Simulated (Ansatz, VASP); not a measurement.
**Mg: VASP beside Ansatz**

```
Mg
1.0
     3.27346    0.00000    0.00000
    -1.63673    2.83490    0.00000
     0.00000    0.00000    5.21033
Mg
2
Direct
  0.33333 0.66667 0.25000
  0.66667 0.33333 0.75000
```

Change from the starting cell: equal xx and yy strain of +2 %.

Alike in both runs: task single point; functional LDA; k mesh 12 × 12 × 7; occupations fermi-dirac, width 0.05 eV; no spin polarisation.

|  | VASP | Ansatz |
| --- | --- | --- |
| version | VASP 6.6.1 | Ansatz 0.2.0 |
| potentials or method | VASP PAW LDA potentials, release 64 (Mg), cutoff 520 eV | all-electron LAPW, scalar-relativistic |

|  | VASP | Ansatz | Ansatz less VASP |
| --- | --- | --- | --- |
| pressure (GPa) | -3.9 | -3.5 | +0.33 |

Ansatz ran all-electron here, so the differences hold the error of VASP's frozen core and of both bases.
